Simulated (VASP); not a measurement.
TiO, 2 atoms in the cell. The structure is tetragonal, space group P4/mmm (No. 123). Conventional cell: a = 3.009 Å, b = 3.009 Å, c = 3.680 Å, α = 90.00°, β = 90.00°, γ = 90.00°. Ti (site symmetry 4/mmm) has 2 O at 1.84 Å as nearest neighbours. Around O (site symmetry 4/mmm) lie 2 Ti at 1.84 Å. The cell was built by a generator and needn't be a form met in nature.

- Program: VASP 6.6.1
- Task: relaxation of cell and atoms
- Functional: vdW-DF-cx
- Potentials or basis: VASP PAW PBE potentials, release 64 (Ti_sv, O)
- Cutoff: 600 eV
- k mesh: 9 × 9 × 7
- Occupations: fermi-dirac, width 0.05 eV
- Spin: no spin polarisation
- Further INCAR settings: ALGO = Normal; EDIFF = 1e-06; IBRION = 2; EDIFFG = -0.01; NSW = 40; ISIF = 3

Potentials or basis: VASP PAW PBE potentials, release 64 (Ti_sv, O).

Command:

```sh
$ cat potpaw_PBE.64/Ti_sv/POTCAR potpaw_PBE.64/O/POTCAR > POTCAR
$ mpirun -np 1 vasp_std > vasp.out
```

Hardware: 1 thread of Intel(R) Xeon(R) 6975P-C (Granite Rapids), with other jobs on the host.

Question: How long does it take, and how much memory?

Answer: It took 2.5 min on 1 thread of Intel(R) Xeon(R) 6975P-C (Granite Rapids) (shared host), peak memory 0.31 GiB. Counts: scf iterations 87, k points 60, ion steps 10.
